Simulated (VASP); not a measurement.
Set up this calculation in VASP 6.6.1, as the native input.

```
Task                   : single point
Functional             : PBEsol
Potentials or basis    : VASP PAW PBE potentials, release 64 (Sc_sv, H, O)
Cutoff                 : 520 eV
k mesh                 : 9 × 9 × 9
Occupations            : gaussian, width 0.05 eV
Spin                   : no spin polarisation
Dipole correction      : no
Further INCAR settings : ALGO = Normal; EDIFF = 1e-06; NBANDS = 20
```

The structure of ScHO2 lies in POSCAR:

```
ScHO2
1.0
    1.6165890435      0.9333381194      4.5309241552
   -1.6165890435      0.9333381194      4.5309241552
    0.0000000000     -1.8666762389      4.5309241552
Sc H O
1 1 2
Direct
    0.0000000000      0.0000000000      0.0000000000
    0.5000000000      0.5000000000      0.5000000000
    0.5897010000      0.5897010000      0.5897010000
    0.4102990000      0.4102990000      0.4102990000
```

The cell comes from a database or a generator and needn't be the stable form of this composition.

The input as run:

INCAR

```
ALGO     = Normal         # electronic algorithm
EDIFF    = 1E-6           # SCF threshold, eV
ENCUT    = 520            # plane-wave cutoff, eV
GGA      = PS             # functional
ISIF     = 2              # what is computed and relaxed
ISMEAR   = 0              # smearing method
LASPH    = True           # aspherical terms in the spheres
LCHARG   = False          # write CHGCAR
LREAL    = False          # projectors in reciprocal space
LWAVE    = False          # write WAVECAR
NBANDS   = 20             # bands
NELM     = 80             # most SCF steps
PREC     = Accurate       # precision mode
SIGMA    = 0.05           # smearing width, eV
```

KPOINTS

```
k-points
0
Gamma
  9 9 9
```

Potentials or basis: VASP PAW PBE potentials, release 64 (Sc_sv, H, O).

Run with:

```bash
$ cat potpaw_PBE.64/Sc_sv/POTCAR potpaw_PBE.64/H/POTCAR potpaw_PBE.64/O/POTCAR > POTCAR
$ mpirun -np 1 vasp_std > vasp.out
```

It gave:

* Pressure: -4.7 GPa
* Largest force: 0.187 eV/Å
* Band gap on the k mesh: 3.94 eV, indirect (least direct gap 4.36 eV)

Caveat: the PAW data sets were made with another functional, which shifts forces and pressure a little; an odd mesh through Γ misses points on the zone boundary, where band edges often lie.

It took 81 s on 1 thread of AMD EPYC 9R45 (Zen 5), with other jobs on the host, peak memory 0.21 GiB.
